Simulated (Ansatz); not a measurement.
**NaH: a listed cell, distorted in several ways**

Aim: see how energy, forces, stress and gap of NaH answer to moves of single atoms, swapped elements, distortions that keep the symmetry. Nothing is relaxed unless a step says so.

Computed with Ansatz 0.2.0 (DFT PBEsol, scalar-relativistic, plane waves, PAW, unless a step's input says otherwise).

1 further run of the same task is left out (set aside as unsound or not needed).

## 1. The structure to begin with

It takes space group Fm-3m (No. 225, cubic). Conventional cell: a = 4.880 Å, b = 4.880 Å, c = 4.880 Å, α = 90.00°, β = 90.00°, γ = 90.00°. Na (site symmetry m-3m) has 6 H at 2.44 Å as nearest neighbours. H (site symmetry m-3m) has 6 Na at 2.44 Å as nearest neighbours.

Coordinates:

```
Na H
1.0
     0.00000    2.44000    2.44000
     2.44000    0.00000    2.44000
     2.44000    2.44000    0.00000
Na H
1 1
Cartesian
  0.0000 0.0000 0.0000
  2.4400 2.4400 2.4400
```

The structure comes from the Crystallography Open Database.

## 2. A change within the space group

What differs from the listed cell: strain xx, yy, zz, yz, xz, xy = -2.3, -2.3, -2.3, +0.0, +0.0, +0.0 %.

input.yaml reads:

```yaml
crystal:
  lattice:
    - [0.0, 2.3845144, 2.3845144]
    - [2.3845144, 0.0, 2.3845144]
    - [2.3845144, 2.3845144, 0.0]
  atoms:
    - { symbol: Na, position: [0.0, 0.0, 0.0] }
    - { symbol: H, position: [0.5, 0.5, 0.5] }
basis:
  ecutwfc: 420
kpoints:
  mp_grid: { grid: [8, 8, 8] }
hamiltonian:
  xc: pbesol
scf:
  occupations: { method: gaussian, width: 0.02 }
output:
  forces: true
  stress: true
  eigenvalues: true
```

The run is started by

```sh
ansatz run input.yaml --threads 1 --pin off --max-ram 1331MiB --backend cpu --events-out ev --progress --plain --runs-dir out
```

## 3. Substitution of an element, cell strained: Na → Li, first probe

input.yaml reads:

```yaml
crystal:
  lattice:
    - [0.0, 2.0906751829, 2.0906751829]
    - [2.0906751829, 0.0, 2.0906751829]
    - [2.0906751829, 2.0906751829, 0.0]
  atoms:
    - { symbol: Li, position: [0.0, 0.0, 0.0] }
    - { symbol: H, position: [0.5, 0.5, 0.5] }
basis:
  ecutwfc: 420
kpoints:
  mp_grid: { grid: [8, 8, 8] }
hamiltonian:
  xc: pbesol
scf:
  occupations: { method: gaussian, width: 0.1 }
output:
  forces: true
  stress: true
  eigenvalues: true
```

## 4. Substitution of an element, cell strained: Na → Li

input.yaml: that of step 3 with these lines changed.

```diff
@@ -11,3 +11,3 @@
 kpoints:
-  mp_grid: { grid: [8, 8, 8] }
+  mp_grid: { grid: [10, 10, 10] }
 hamiltonian:
@@ -15,3 +15,3 @@
 scf:
-  occupations: { method: gaussian, width: 0.1 }
+  occupations: { method: gaussian, width: 0.02 }
 output:
```

## 5. A single atom displaced

input.yaml reads:

```yaml
crystal:
  lattice:
    - [0.0, 2.44, 2.44]
    - [2.44, 0.0, 2.44]
    - [2.44, 2.44, 0.0]
  atoms:
    - { symbol: Na, position: [0.0, 0.0, 0.0] }
    - { symbol: H, position: [0.5461065574, 0.4538934426, 0.5461065574] }
basis:
  ecutwfc: 420
kpoints:
  mp_grid: { grid: [8, 8, 8] }
hamiltonian:
  xc: pbesol
scf:
  occupations: { method: gaussian, width: 0.02 }
output:
  forces: true
  stress: true
  eigenvalues: true
```

What does the calculation give? Wanted: for each run, case; energy; pressure; largest force.

The runs gave:

| step | case | energy (meV/atom) | pressure (GPa) | largest force (eV/Å) | gap on the mesh (eV) |
| --- | --- | --- | --- | --- | --- |
| 2 | a change within the space group | +0.0 | 0.4 | 0.00 | 3.63 |
| 4 | substitution of an element, cell strained: Na → Li | n/a | -4.3 | 0.00 | 2.84 |
| 5 | a single atom displaced | +13.5 | -0.8 | 0.21 | 3.51 |

Energies are counted from step 2, with the smearing taken to zero. Other atoms or functionals have another zero of energy (n/a). 

What this shows: Among the distorted cells of the listed formula and level the largest force, 0.21 eV/Å, comes in step 5, shared by 2 atoms. Among the distorted cells of the listed formula and level the gap runs from 3.51 eV to 3.63 eV.

The gaps are Kohn-Sham values of a semilocal functional, not quasiparticle or optical gaps. Such gaps usually fall short of the measured ones.
